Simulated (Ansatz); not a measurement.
Crystal: Cd.

```
Cd
1.0
     2.97887    0.00000    0.00000
    -1.48944    2.57978    0.00000
     0.00000    0.00000    5.61765
Cd
2
Direct
  0.66667 0.33333 0.75000
  0.33333 0.66667 0.25000
```

Program: Ansatz 0.2.0. Alike in all runs: cell as given; k mesh 10 × 10 × 5.

**Question.** Order these runs on this cell by their pressure, lowest first.
A. level RPBE; potentials or basis Ansatz PAW; spin off; cutoff (eV) 420; smearing gaussian 0.05 eV
B. level PBE; potentials or basis Ansatz PAW; spin SOC, no magnetisation; cutoff (eV) 420; smearing fermi-dirac 0.1 eV
C. level r2SCAN+D3(BJ); potentials or basis SSSP precision PAW; spin off; cutoff (eV) 1361; smearing tetrahedron; driver chain

**Answer.** C (-1.1 GPa), B (2.7 GPa), A (5.6 GPa).

Caveats: the PAW data sets were made with another functional, which shifts forces and pressure a little (some runs); pairwise dispersion overbinds metals, which lowers pressure and volume (some runs); the potentials were made for another functional, which shifts forces and pressure (some runs); the PAW data sets come from PBE, with cores solved anew for the run's functional, which leaves a small shift of forces and pressure (some runs).

Not every run made on this cell is shown here.
